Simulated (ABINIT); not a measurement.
The system is SrO.

```
Sr O
1.0
     0.00000    2.56630    2.56630
     2.56630    0.00000    2.56630
     2.56630    2.56630    0.00000
Sr O
1 1
Direct
  0.50000 0.50000 0.50000
  0.00000 0.00000 0.00000
```

Base run:

- Program: ABINIT 10.8.3 (patched build)
- Functional: PBEsol
- Potentials or basis: JTH PAW PBE v2.0
- Cutoff: 626 eV
- k mesh: 9 × 9 × 9
- Occupations: fermi-dirac, width 0.05 eV
- Spin: no spin polarisation

Its results: band gap on the k mesh 3.26 eV, indirect (least direct gap 3.34 eV); pressure -0.8 GPa.

After a change of settings the same cell gave: band gap on the k mesh 3.39 eV, indirect (least direct gap 3.48 eV); pressure -0.8 GPa. Which change was it?
A. functional from PBEsol to BP86; spin from no spin polarisation to spin-orbit coupling, no magnetisation
B. functional from PBEsol to AM05; spin from no spin polarisation to spin-orbit coupling, no magnetisation
C. k mesh from 9 × 9 × 9 to 5 × 5 × 5
D. functional from PBEsol to SCAN; cutoff from 626 eV to 762 eV; fine-grid cutoff from 1224.51 eV to 1360.57 eV

C.

Caveats: some runs use coarse meshes; the PAW data sets were made with another functional, which shifts forces and pressure a little; an odd mesh through Γ misses points on the zone boundary, where band edges often lie (some runs).
